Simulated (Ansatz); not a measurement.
# CoSi2: the cost of one run

Program: Ansatz 0.2.0. Level of theory: DFT PBE, scalar-relativistic. These are calculated values, not measurements.

## 1. The structure to begin with

The structure is cubic, space group Fm-3m (No. 225). The conventional cell has a = 5.365 Å, b = 5.365 Å, c = 5.365 Å, α = 90.00°, β = 90.00°, γ = 90.00°. Around Co (site symmetry m-3m) lie 8 Si at 2.32 Å. Si (site symmetry -43m) has 4 Co at 2.32 Å as nearest neighbours.

As a file:

```xyz
3
Lattice="0.0000 2.6825 2.6825 2.6825 0.0000 2.6825 2.6825 2.6825 0.0000" Properties=species:S:1:pos:R:3 pbc="T T T"
Co    0.0000    0.0000    0.0000
Si    1.3412    1.3413    1.3413
Si    4.0237    4.0237    4.0237
```

Atoms are numbered in the order of the input: Co1, Si2, Si3.

## 2. After the deformation

Space group Fm-3m before, R-3m after.

## 3. All-electron LAPW

File input.yaml:

```yaml
crystal:
  lattice:
    - [0.080475, 2.7227375, 2.7227375]
    - [2.7227375, 0.080475, 2.7227375]
    - [2.7227375, 2.7227375, 0.080475]
  atoms:
    - { symbol: Co, position: [0.0, 0.0, 0.0], spin: 2.0 }
    - { symbol: Si, position: [0.25, 0.25, 0.25] }
    - { symbol: Si, position: [0.75, 0.75, 0.75] }
magnetization:
  spin_polarized: true
kpoints:
  mp_grid: { grid: [11, 11, 11] }
  band_path:
    path:
      - [0.0, 0.0, 0.0]
      - [0.5, 0.5, 0.5]
      - [0.2428775097, 0.5, 0.7571224903]
      - [-0.2428775097, 0.2428775097, 0.5]
      - [0.0, 0.0, 0.5]
      - [0.0, 0.0, 0.0]
      - [-0.3714387548, 0.0, 0.3714387548]
      - [0.0, 0.3714387548, 0.6285612452]
      - [0.0, 0.5, 0.5]
    npoints: 5
scf:
  occupations: { method: fermi_dirac, width: 0.05 }
hamiltonian:
  xc: pbe
  pseudopotentials: { kind: all_electron, lapw: { basis_error: 0.001 } }
output:
  forces: true
  stress: true
  eigenvalues: true
```

Run with:

```bash
ansatz run input.yaml --threads 1 --pin off --max-ram 4096MiB --backend cpu --events-out ev --progress --plain --runs-dir out
```

Q: Estimate wall time and peak memory on 1 thread of Intel Xeon Platinum 8375C at 2.90GHz (Ice Lake), shared host.

About 2.2 min, with a peak of 0.99 GiB.
